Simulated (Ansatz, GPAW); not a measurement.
**One calculation of TiC, 3 ways**

```
CELL_PARAMETERS angstrom
0.00000 2.16572 2.16572
2.16572 0.00000 2.16572
2.16572 2.16572 0.00000
ATOMIC_POSITIONS crystal
Ti 0.00000 0.00000 0.00000
C 0.50000 0.50000 0.50000
```

The cell is a database's computed one, not the measured one.

Alike in all runs: task single point; functional PBE; k mesh 11 × 11 × 11; occupations gaussian, width 0.023 eV; no spin polarisation; no spin-orbit coupling. Pressure is positive in compression and, in plane waves, holds the error of the finite cutoff, which Ansatz's Pulay term estimates and takes out.

```tsv
program and potentials	plane-wave cutoff (eV)	notes	pressure (GPa)
Ansatz, Ansatz PAW	420	Pulay term of +0.27 GPa included	0.28
Ansatz, all-electron LAPW, scalar-relativistic	-	-	0.25
GPAW, GPAW PAW data sets (gpaw-data 1.2.1)	800	-	0.93
```

The pressure spans 0.25 (Ansatz, all-electron LAPW, scalar-relativistic) to 0.93 GPa (GPAW, GPAW PAW data sets (gpaw-data 1.2.1)), with all-electron results at 0.25.

Differences between rows come from potentials, basis sets and numerical settings, since the functional is the same but for its coding. Runs on potential files found faulty are left out.
